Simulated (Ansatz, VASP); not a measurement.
One calculation of BaTiO3, two programs

POSCAR

```
BaTiO3
1.0
    3.9915085000      0.0000000000      0.0000000000
    0.0100976400      3.9914985300      0.0000000000
    0.0100976400      0.0100777000      3.9914786000
Ba Ti O
1 1 3
Direct
    0.0000000000      0.0000000000      0.0000000000
    0.4870000000      0.4870000000      0.4870000000
    0.5092000000      0.5092000000      0.0189000000
    0.0189000000      0.5092000000      0.5092000000
    0.5092000000      0.0189000000      0.5092000000
```

Contents of INCAR.step1:

```
PREC = Accurate
ENCUT = 520
ISMEAR = -1
SIGMA = 0.0102
LREAL = False
LASPH = True
NELM = 60
NBANDS = 28
GGA = PE
ALGO = Normal
EDIFF = 1E-4
LWAVE = True
LCHARG = False
```

The input INCAR.step2:

```
PREC = Accurate
ENCUT = 520
EDIFF = 1E-6
ISMEAR = -1
SIGMA = 0.0102
LREAL = False
LASPH = True
NELM = 60
ALGO = Normal
ISIF = 2
LWAVE = False
LCHARG = False
METAGGA = R2SCAN
LMIXTAU = True
NBANDS = 28
ISTART = 1
```

The input KPOINTS:

```
Automatic mesh
0
Gamma
  5 5 5
```

Input for Ansatz:

```yaml
crystal:
  lattice:
    - [3.9915085, 0.0, 0.0]
    - [0.01009764, 3.99149853, 0.0]
    - [0.01009764, 0.0100777, 3.9914786]
  atoms:
    - { symbol: Ba, position: [0.0, 0.0, 0.0] }
    - { symbol: Ti, position: [0.487, 0.487, 0.487] }
    - { symbol: O, position: [0.5092, 0.5092, 0.0189] }
    - { symbol: O, position: [0.0189, 0.5092, 0.5092] }
    - { symbol: O, position: [0.5092, 0.0189, 0.5092] }
  symmetry: { tolerance: 0.0003 }
kpoints:
  mp_grid: { grid: [5, 5, 5], shift: [0, 0, 0] }
magnetization:
  spin_polarized: false
scf:
  occupations: { method: fermi_dirac, width: 0.0102 }
  n_extra_bands: 16
hamiltonian:
  pseudopotentials: { kind: paw }
  xc: r2scan
basis:
  ecutwfc: "500 eV"
output:
  forces: true
  stress: true
  eigenvalues: true
  write_density: true
  write_potential: true
  elf: true
  volumetric_format: npy
```

Alike in both runs: task single point; functional r2SCAN; k mesh 5 × 5 × 5; occupations fermi-dirac, width 0.0102 eV; no spin polarisation.

```csv
,VASP,Ansatz
version,VASP 6.6.1,Ansatz 0.2.0
potentials or method,"VASP PAW PBE potentials, release 64 (Ba_sv, Ti_sv, O)",PAW plane waves
plane-wave cutoff (eV),520,500
valence electrons in the cell,40,40
```

Ansatz gave:

* gap on the k mesh at the Fermi level (eV): 2.90
* pressure (GPa): 3.5
* largest component of the traceless stress (GPa): 0.08
* rms of the force components (eV/Å): 0.068

Question: What did VASP give for the same quantities?

Answer: gap on the k mesh at the Fermi level (eV): 2.87; pressure (GPa): 5.6; largest component of the traceless stress (GPa): 0.12; rms of the force components (eV/Å): 0.117.

Atom by atom the forces differ by 0.060 eV/Å (rms over components). Ansatz warned: «structure_snapped_to_symmetry».

Caveats: the PAW data sets were made with another functional, which shifts forces and pressure a little (VASP); spin-orbit coupling is left out, which moves the levels of the heavy elements; an odd mesh through Γ misses points on the zone boundary, where band edges often lie. r2SCAN opens gaps a little over a GGA but as a rule still falls short of measured ones.
